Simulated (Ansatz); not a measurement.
PbI2, CdI2 type, relaxed with r2SCAN+rVV10, was run in the plane-wave code Ansatz under altered settings. All numbers are computed, without spin polarisation but where a row says otherwise.

```
Pb I
1.0
     4.56408    0.00000    0.00000
    -2.28204    3.95261    0.00000
     0.00000    0.00000    7.04751
Pb I
1 2
Cartesian
  0.0000 0.0000 0.0000
  0.0000 2.6351 1.8796
  2.2820 1.3175 5.1679
```

The base run's other keys:
```yaml
kpoints:
  mp_grid: { grid: [6, 6, 2] }
hamiltonian:
  xc: hse06
scf:
  occupations: { method: fixed }
  n_extra_bands: 4
```

It takes 17 iterations with 2489 plane waves at 420 eV and 14 k points, and leaves a mean stress of +0.72 GPa. The gap over this mesh is 2.933 eV. It ran on 4 threads of Arm Neoverse N1, with other jobs on the host.

Outcomes, with energy and stress as changes against the base:
```csv
setting,outcome,ΔF (meV/atom),Δ mean stress (GPa),gap on the mesh (eV),iterations,wall time
"PBE hybrid, exx coeff 0.1, unscreened",converged,–,+0.3,2.755,13,41 s
"PBE hybrid, exx coeff 0.75, unscreened",converged,–,-1.0,6.478,24,64 s
"PBE hybrid, exx coeff 0.35, omega 0.3 1/Å",converged,–,-0.1,2.987,17,52 s
"PBE hybrid, exx coeff 0.05, unscreened",converged,–,+0.4,2.490,10,41 s
scf.mixing.preconditioner: none,converged,0.0,0.0,2.933,17,52 s
```
A dash marks a value that wasn't obtained or can't be compared. Stress is positive in compression. The base took 52 s. The base's mesh is coarse for a hybrid, so its own values aren't converged.

- PBE hybrid, exx coeff 0.1, unscreened. That is 10 % exact exchange, at all ranges, against HSE06's 25 % screened at 0.208 1/Å. The mean stress moves by +0.3 GPa and the gap on the mesh by -0.179 eV (to 2.755). Totals of different functionals aren't comparable.
- PBE hybrid, exx coeff 0.75, unscreened. That is 75 % exact exchange, at all ranges, against HSE06's 25 % screened at 0.208 1/Å. The mean stress moves by -1.0 GPa and the gap on the mesh by +3.544 eV (to 6.478). Totals of different functionals aren't comparable.
- PBE hybrid, exx coeff 0.35, omega 0.3 1/Å. That is 35 % exact exchange, screened with ω = 0.3 1/Å, against HSE06's 25 % screened at 0.208 1/Å. The mean stress moves by -0.1 GPa and the gap on the mesh by +0.054 eV (to 2.987). Totals of different functionals aren't comparable.
- PBE hybrid, exx coeff 0.05, unscreened. That is 5 % exact exchange, at all ranges, against HSE06's 25 % screened at 0.208 1/Å. The mean stress moves by +0.4 GPa and the gap on the mesh by -0.443 eV (to 2.490). Totals of different functionals aren't comparable.

Within 1 meV an atom, 0.1 GPa and 0.005 eV of the base stay: scf.mixing.preconditioner: none.

Spin-orbit coupling is left out; in compounds of Pb, Bi, Tl or Hg it can lower a gap by up to about 1 eV, split its edges or invert the bands.

The stress of a hybrid is loosely converged in these runs.

The meshes of the hybrids are coarse, so their gaps aren't converged to the digits shown.
